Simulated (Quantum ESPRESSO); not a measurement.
# LiH: phonon spectrum and thermodynamics under several settings

```
Li H
1.0
     0.00000    2.03675    2.03675
     2.03675    0.00000    2.03675
     2.03675    2.03675    0.00000
Li H
1 1
Direct
  0.00000 0.00000 0.00000
  0.50000 0.50000 0.50000
```

All runs used Quantum ESPRESSO 7.5; k mesh 4 × 4 × 4, shifted; relaxed cell; no spin polarisation; cutoff 612 eV; occupations smeared at first, fixed for the response; q mesh 4 × 4 × 4.

```csv
level,potentials,volume (Å³/atom),highest frequency (cm⁻¹),zero-point energy (meV/atom),entropy at room temperature (k_B/atom)
LDA,GBRV 1.5 LDA,?,?,?,?
PBE,GBRV 1.5 PBE,8.01,1085,112.3,1.14
```

Task: What stands in the row left open?

Result: Volume 7.43 Å³/atom; highest frequency 1105 cm⁻¹; zero-point energy 118.5 meV/atom; entropy at room temperature 1.03 k_B/atom.

Caveats: all runs use coarse meshes.

For the row left open. Caveat: the k mesh is coarse (spacing up to 0.67 Å⁻¹), so the values aren't converged.
